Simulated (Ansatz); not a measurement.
# TaN: the crystal squeezed far

The task here is to estimate one member of a computed series from the others.

Method: DFT, PBE, PAW with Ansatz's default frozen-core files, scalar-relativistic, in Ansatz 0.2.0.

1 further run of the same task is left out (it didn't finish).

**The structure to begin with**

Symmetry: P-6m2, No. 187, hexagonal system. The conventional cell has a = 2.867 Å, b = 2.867 Å, c = 2.810 Å, α = 90.00°, β = 90.00°, γ = 120.00°. Ta (site symmetry -6m2) has 6 N at 2.17 Å as nearest neighbours. N (site symmetry -6m2) is surrounded by 6 Ta at 2.17 Å.

Structure file:

```
CELL_PARAMETERS angstrom
2.86698 0.00000 0.00000
-1.43349 2.48288 0.00000
0.00000 0.00000 2.80964
ATOMIC_POSITIONS crystal
Ta 0.00000 0.00000 0.00000
N 0.33333 0.66667 0.50000
```

Whether this phase is the stable one at these pressures isn't tested.

Atoms are numbered in the order of the input: Ta1, N2.

Set-up of the first run:

Input file input.yaml:

```yaml
crystal:
  lattice:
    - [2.8669784559, 0.0, 0.0]
    - [-1.433489228, 2.4828761749, 0.0]
    - [0.0, 0.0, 2.8096388868]
  atoms:
    - { symbol: Ta, position: [0.0, 0.0, 0.0] }
    - { symbol: "N", position: [0.3333333333, 0.6666666667, 0.5] }
kpoints:
  mp_grid: { grid: [15, 15, 13] }
scf:
  occupations: { method: fermi_dirac, width: 0.05 }
hamiltonian:
  xc: pbe
  pseudopotentials: { kind: paw }
output:
  forces: true
  stress: true
relax:
  f_tol: 0.005
  max_steps: 40
  cell: {}
```

Started as:

```sh
ansatz run input.yaml --threads 1 --pin off --max-ram 2048MiB --backend cpu --events-out ev --progress --plain --runs-dir out
```

Among the steps run: Cell relaxed at zero pressure, PAW; Volume scaled by 1, PAW; Shape and atoms relaxed at 0.94 of the volume, PAW; Volume scaled by 0.94, PAW; Shape and atoms relaxed at 0.88 of the volume, PAW; Volume scaled by 0.88, PAW; Shape and atoms relaxed at 0.8 of the volume, PAW; Volume scaled by 0.8, PAW; Shape and atoms relaxed at 0.72 of the volume, PAW; Volume scaled by 0.72, PAW; Shape and atoms relaxed at 0.64 of the volume, PAW; Volume scaled by 0.64, PAW; Shape and atoms relaxed at 0.55 of the volume, PAW; More of the same log: shape and atoms relaxed at 0.55 of the volume; Volume scaled by 0.55, PAW; Volume scaled by 0.55, PAW (cutoff 300 eV).

One of the session's tables, all rows but one given; the rest of the session is left out.

| method | volume over the first | volume (Å³/atom) | pressure (GPa) |
| --- | --- | --- | --- |
| PAW | 1 | 10.921 | 0.01 |
| PAW | 0.94 | 10.265 | 23.83 |
| PAW | 0.88 | 9.610 | 56.69 |
| PAW | 0.8 | 8.736 | 120.77 |
| PAW | 0.72 | 7.863 | 221.11 |
| PAW | 0.64 | ? | ? |
| PAW | 0.55 | 6.006 | 688.24 |
| PAW (cutoff 300 eV) | 0.55 | 6.006 | 691.05 |

**Question.** Estimate the row for PAW, 0.64.

**Answer.** volume (Å³/atom): 6.989; pressure (GPa): 380.34. In the column «volume (Å³/atom)» it lies between PAW (cutoff 300 eV), 0.55 (6.006) and PAW, 0.72 (7.863).

Caveats from the session: Warnings in the runs' records: cutoff below recommended.
